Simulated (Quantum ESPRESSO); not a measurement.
The system is NaH.

```
Na H
1.0
     0.00000    2.44000    2.44000
     2.44000    0.00000    2.44000
     2.44000    2.44000    0.00000
Na H
1 1
Direct
  0.00000 0.00000 0.00000
  0.50000 0.50000 0.50000
```

Base run:

- Program: Quantum ESPRESSO 7.5
- Functional: PBEsol
- Potentials or basis: GBRV 1.5 PBEsol
- Cutoff: 612 eV
- Density cutoff: 4898 eV
- k mesh: 9 × 9 × 9
- Occupations: fermi-dirac, width 0.05 eV
- Spin: no spin polarisation

Its results: pressure -1.2 GPa.

Problem. The run is repeated on the same cell with these changes: functional from PBEsol to LDA; potentials or basis from GBRV 1.5 PBEsol to GBRV 1.5 LDA. What comes out?

Solution. Pressure -2.6 GPa.
